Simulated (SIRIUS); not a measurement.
# MoP (P-6m2) in SIRIUS: reference runs

Reference runs on MoP: the cell as given.

Everything below comes from runs of SIRIUS 7.12.0. Logs are shortened: lines on timing, memory, paths and dates and some standing lists are left out, and cuts for length are marked. The log counts tension as positive stress, the text compression.

## (1) The crystal as given

It takes space group P-6m2 (No. 187, hexagonal). The conventional cell has a = 3.223 Å, b = 3.223 Å, c = 3.191 Å, α = 90.00°, β = 90.00°, γ = 120.00°. Mo (site symmetry -6m2) is surrounded by 6 P at 2.45 Å. Around P (site symmetry -6m2) lie 6 Mo at 2.45 Å.

## (2) Single point, PBEsol

sirius.json

```json
{
  "control": {
    "processing_unit": "cpu",
    "verbosity": 2,
    "num_bands_to_print": 17,
    "print_forces": true,
    "print_stress": true
  },
  "parameters": {
    "electronic_structure_method": "pseudopotential",
    "xc_functionals": ["XC_GGA_X_PBE_SOL", "XC_GGA_C_PBE_SOL"],
    "gk_cutoff": 9.0,
    "pw_cutoff": 18.0,
    "ngridk": [10, 10, 8],
    "shiftk": [0, 0, 0],
    "smearing": "fermi_dirac",
    "smearing_width": 0.0018374661,
    "num_bands": 17,
    "num_mag_dims": 0,
    "num_dft_iter": 100,
    "energy_tol": 1e-08,
    "density_tol": 1e-06
  },
  "iterative_solver": {
    "type": "davidson",
    "min_tolerance": 1e-10
  },
  "mixer": {
    "type": "anderson",
    "beta": 0.7,
    "max_history": 8
  },
  "settings": {
    "tol_ne": 1e-10,
    "pseudo_grid_cutoff": 6.5
  },
  "unit_cell": {
    "lattice_vectors": [
      [6.090587299669, 0.0, 0.0],
      [-3.045293649834, 5.274603325485, 0.0],
      [0.0, 0.0, 6.030116063681]
    ],
    "atom_coordinate_units": "lattice",
    "atom_types": ["Mo", "P"],
    "atom_files": {
      "P": "P.json",
      "Mo": "Mo.json"
    },
    "atoms": {
      "Mo": [
        [0.0, 0.0, 0.0]
      ],
      "P": [
        [0.3333333333, 0.6666666667, 0.5]
      ]
    }
  }
}
```

Potentials or basis: PseudoDojo 0.4.1 PBEsol standard (scalar relativistic).

Command:

```sh
> upf_to_json P.upf
> upf_to_json Mo.upf
> OMP_NUM_THREADS=1 sirius.scf --input=sirius.json --output=out.json --task=0
```

The program printed:

```text
[info] SIRIUS version : 7.12.0
[info] number of MPI ranks           : 1
[info] MPI grid                      : 1 1
[info] maximum number of OMP threads : 1
[fft] FFT context for density and potential
[fft] =====================================
[fft]   comm size                             : 1
[fft]   plane wave cutoff                     : 18
[fft]   grid size                             : 40 40 40   total : 64000
[fft]   grid limits                           : -19 20   -19 20   -19 20
[fft]   number of G-vectors within the cutoff : 9543
[fft]   local number of G-vectors             : 9543
[fft]   number of G-shells                    : 1005
[fft] FFT context for coarse grid
[fft] =====================================
[fft]   comm size                             : 1
[fft]   plane wave cutoff                     : 18
[fft]   grid size                             : 40 40 40   total : 64000
[fft]   grid limits                           : -19 20   -19 20   -19 20
[fft]   number of G-vectors within the cutoff : 9543
[fft]   local number of G-vectors             : 9543
[fft]   number of G-shells                    : 1005
[unit cell] lattice vectors
[unit cell]   a1 :       6.0905872997      0.0000000000      0.0000000000
[unit cell]   a2 :      -3.0452936498      5.2746033255      0.0000000000
[unit cell]   a3 :       0.0000000000      0.0000000000      6.0301160637
[unit cell] reciprocal lattice vectors
[unit cell]   b1 :       1.0316222390      0.5956073774     -0.0000000000
[unit cell]   b2 :       0.0000000000      1.1912147548      0.0000000000
[unit cell]   b3 :       0.0000000000     -0.0000000000      1.0419675576
[unit cell] unit cell volume :       193.72008371 [a.u.^3]
[unit cell] 1/sqrt(omega)    :         0.07184767
[unit cell] MT volume        :         0.00000000 ( 0.00%)
[unit cell] IT volume        :       193.72008371 (100.00%)
[unit cell] number of atom types : 2
[unit cell] type id : 0 symbol : Mo mt_radius :  16.390000 num_atoms : 1
[unit cell] type id : 1 symbol :  P mt_radius :  12.970000 num_atoms : 1
[unit cell] total number of atoms : 2
[unit cell] number of symmetry classes : 2
[unit cell] number of PAW atoms : 0
[unit cell] atom id  type id  class id             position                      vector_field
[unit cell] ------------------------------------------------------------------------------------------
[unit cell]      0        0        0      0.00000   0.00000   0.00000      0.00000   0.00000   0.00000
[unit cell]      1        1        1      0.33333   0.66667   0.50000      0.00000   0.00000   0.00000
[unit cell] atom id         position (Cartesian, a.u.)
[unit cell] ---------------------------------------------
[unit cell]      0       0.000000    0.000000    0.000000
[unit cell]      1      -0.000000    3.516402    3.015058
[unit cell] class id : 0 atom id : 0
[unit cell] class id : 1 atom id : 1
[unit cell] minimum bond length:     4.632025
[unit cell] total number of pseudo wave-functions: 14
[sym] space group number   : 187
[sym] international symbol : P-6m2
[sym] Hall symbol          : P -6 2
[sym] space group transformation matrix :
[sym]   1.0000  0.0000  0.0000
[sym]   0.0000  1.0000  0.0000
[sym]   0.0000  0.0000  1.0000
[sym] space group origin shift :
[sym]   0.0000  0.0000  0.0000
[sym] number of space group operations  : 12
[sym] number of magnetic group operations : 12
[... 289 lines left out ...]
[find] Total energy                   :     -77.25360301 (Ha),    -154.50720603 (Ry)
[find] Free energy (E-TS)             :     -77.25375628 (Ha),    -154.50751256 (Ry)
[find] band gap (eV)                  :       0.00000000
[find] Efermi                         :       0.63472349
[find] iteration : 13, RMS (target) : 1.5103e-06 (1.0000e-06) , energy difference (target) : -7.7074e-10 (1.0000e-08)
[find] bands are converged : true
[find] iterative solver converged : false
[find] +------------------------------+
[find] | SCF iteration  14 out of 100|
[find] +------------------------------+
[diagonalize] iterative solver tolerance (occupied, empty): 5.16266e-08 5.16266e-08
[diagonalize] average number of iterations: 1.25714
[diagonalize] Lowest band energies
[diagonalize] ik:    0   -1.610890   -0.662149   -0.654010   -0.654010    0.123405    0.480107    0.513824    0.513824    0.609604    0.645485    0.645485    0.787472    0.787472    0.837885    0.963463    0.963463    0.963722
[diagonalize] ik:    1   -1.610774   -0.661985   -0.655254   -0.654293    0.130162    0.476183    0.508283    0.519659    0.578109    0.642756    0.682126    0.760158    0.774601    0.861007    0.944969    0.985788    1.003755
[diagonalize] ik:    2   -1.610472   -0.661555   -0.658475   -0.655032    0.149325    0.451576    0.510104    0.535889    0.541454    0.635909    0.715382    0.731891    0.748631    0.892621    0.961708    1.033901    1.038579
[diagonalize] ik:    3   -1.610097   -0.662393   -0.661022   -0.655940    0.177345    0.415918    0.511471    0.513622    0.558429    0.627970    0.693688    0.723644    0.773883    0.888058    0.997461    1.053793    1.054335
[diagonalize] ik:    4   -1.609793   -0.665513   -0.660590   -0.656672    0.206586    0.383105    0.496422    0.502508    0.579713    0.621915    0.705476    0.706471    0.798839    0.871822    0.960628    1.058576    1.130639
[diagonalize] ...
[diagonalize] ik:   65   -1.608962   -0.670211   -0.664303   -0.656505    0.229365    0.412189    0.423943    0.490052    0.585203    0.696159    0.703759    0.758565    0.824021    0.856119    0.905960    0.924886    1.164443
[diagonalize] ik:   66   -1.609200   -0.670795   -0.661502   -0.656392    0.225634    0.406325    0.436622    0.508116    0.552197    0.665484    0.701592    0.734358    0.853296    0.904167    0.939554    0.949131    1.075673
[diagonalize] ik:   67   -1.608963   -0.670213   -0.663017   -0.657830    0.231493    0.407767    0.417323    0.507811    0.569946    0.699394    0.713019    0.748432    0.834382    0.853086    0.899094    0.947272    1.093146
[diagonalize] ik:   68   -1.608872   -0.669990   -0.663547   -0.658426    0.234314    0.396657    0.420314    0.507556    0.584191    0.696696    0.740222    0.757224    0.801881    0.843854    0.873640    0.956818    1.114011
[diagonalize] ik:   69   -1.608837   -0.669906   -0.662454   -0.659970    0.236979    0.385744    0.424350    0.514609    0.583023    0.693723    0.755435    0.765376    0.798567    0.840240    0.841110    1.001659    1.066248
[find] Charges and magnetic moments
[find] --------------------------------------------------------------------------------
[find] total charge          : 19.000000
[find] Energy
[find] --------------------------------------------------------------------------------
[find] valence_eval_sum               :      -2.27004310
[find] <rho|V^{XC}>                   :     -13.03895438
[find] <rho|E^{XC}>                   :     -12.39497485
[find] <mag|B^{XC}>                   :       0.00000000
[find] <rho|V^{H}>                    :      24.83742404
[find] one-electron contribution      :     -14.06851276 (Ha),     -28.13702551 (Ry)
[find] hartree contribution           :      12.41871202
[find] xc contribution                :     -12.39497485
[find] ewald contribution             :     -63.20882579
[find] PAW contribution               :       0.00000000
[find] smearing (-TS)                 :      -0.00015326
[find] SCF correction                 :      -0.00000164
[find] Total energy                   :     -77.25360301 (Ha),    -154.50720603 (Ry)
[find] Free energy (E-TS)             :     -77.25375628 (Ha),    -154.50751256 (Ry)
[find] band gap (eV)                  :       0.00000000
[find] Efermi                         :       0.63472333
[find] iteration : 14, RMS (target) : 9.4857e-07 (1.0000e-06) , energy difference (target) : 2.9360e-10 (1.0000e-08)
[find] bands are converged : true
[find] iterative solver converged : false
[find] converged after 15 SCF iterations!
[find] Charges and magnetic moments
[find] --------------------------------------------------------------------------------
[find] total charge          : 19.000000
[find] Energy
[find] --------------------------------------------------------------------------------
[find] valence_eval_sum               :      -2.27004310
[find] <rho|V^{XC}>                   :     -13.03895438
[find] <rho|E^{XC}>                   :     -12.39497485
[find] <mag|B^{XC}>                   :       0.00000000
[find] <rho|V^{H}>                    :      24.83742404
[find] one-electron contribution      :     -14.06851276 (Ha),     -28.13702551 (Ry)
[find] hartree contribution           :      12.41871202
[find] xc contribution                :     -12.39497485
[find] ewald contribution             :     -63.20882579
[find] PAW contribution               :       0.00000000
[find] smearing (-TS)                 :      -0.00015326
[find] SCF correction                 :      -0.00000164
[find] Total energy                   :     -77.25360301 (Ha),    -154.50720603 (Ry)
[find] Free energy (E-TS)             :     -77.25375628 (Ha),    -154.50751256 (Ry)
[find] band gap (eV)                  :       0.00000000
[find] Efermi                         :       0.63472333
[ground_state] === stress tensor components [kbar] ===
[ground_state] === stress_kin ===
[ground_state] -25480.867246    0.000000   -0.000000
[ground_state]     0.000000-25480.867246    0.000000
[ground_state]    -0.000000    0.000000-24978.950654
[ground_state] === stress_har ===
[ground_state] -6237.508524    0.000000   -0.000000
[ground_state]     0.000000-6237.508524   -0.000000
[ground_state]    -0.000000   -0.000000-6385.757073
[ground_state] === stress_ewald ===
[ground_state] 33028.717690   -0.000000    0.000000
[ground_state]    -0.00000033028.717690   -0.000000
[ground_state]     0.000000   -0.00000029940.231982
[ground_state] === stress_vloc ===
[ground_state] 12931.613835   -0.000000    0.000000
[ground_state]    -0.00000012931.613835    0.000000
[ground_state]     0.000000    0.00000015729.725510
[ground_state] === stress_xc ===
[ground_state]  1022.039487   -0.000000   -0.000000
[ground_state]    -0.000000 1022.039487    0.000000
[ground_state]    -0.000000    0.000000 1020.686998
[ground_state] === stress_core ===
[ground_state]  4481.627438   -0.000000    0.000000
[ground_state]    -0.000000 4481.627438    0.000000
[ground_state]     0.000000    0.000000 4482.207908
[ground_state] === stress_nonloc ===
[ground_state] -19712.667102    0.000000    0.000000
[ground_state]     0.000000-19712.667102    0.000000
[ground_state]     0.000000    0.000000-19763.015779
[ground_state] === stress_us_nl ===
[ground_state] -19712.667102    0.000000    0.000000
[ground_state]     0.000000-19712.667102    0.000000
[ground_state]     0.000000    0.000000-19763.015779
[ground_state] === stress_total ===
[ground_state]    32.955577   -0.000000   -0.000000
[ground_state]    -0.000000   32.955577    0.000000
[ground_state]    -0.000000    0.000000   45.128892
[ground_state] ==== total Forces in Ha/bohr =====
[ground_state] atom:    0, force:       0.0000000     -0.0000000      0.0000000
[ground_state] atom:    1, force:       0.0000000     -0.0000000      0.0000000
[ground_state] ==== ultrasoft contribution from Qij =====
[ground_state] atom:    0, force:       0.0000000      0.0000000      0.0000000
[ground_state] atom:    1, force:       0.0000000      0.0000000      0.0000000
[ground_state] ==== non-local contribution from Beta-projector =====
[ground_state] atom:    0, force:       0.0000000      0.0000000      0.0000000
[ground_state] atom:    1, force:       0.0000000     -0.0000000      0.0000000
[ground_state] ==== contribution from local potential =====
[ground_state] atom:    0, force:      -0.0000000     -0.0000000      0.0000000
[ground_state] atom:    1, force:       0.0000000      0.0000000      0.0000000
[ground_state] ==== contribution from core density =====
[ground_state] atom:    0, force:      -0.0000000      0.0000000      0.0000000
[ground_state] atom:    1, force:       0.0000000     -0.0000000      0.0000000
[ground_state] ==== Ewald forces from ions =====
[ground_state] atom:    0, force:      -0.0000000      0.0000000      0.0000000
[ground_state] atom:    1, force:       0.0000000      0.0000000      0.0000000
[~DFT_ground_state] local op. applied: 37940
[~DFT_ground_state] evp. work count: 9181.35
[~DFT_ground_state] number of iterative solver steps: 2108
```

Run time: 38 s. Hardware: 1 thread of Intel Xeon 6975P-C (Granite Rapids), shared host; peak memory 0.41 GiB.

What came out:

```yaml
Free_energy: -2102.1818 eV
Pressure: -3.7 GPa
Band_gap_on_the_k_mesh: none (metal or under the smearing width)
```
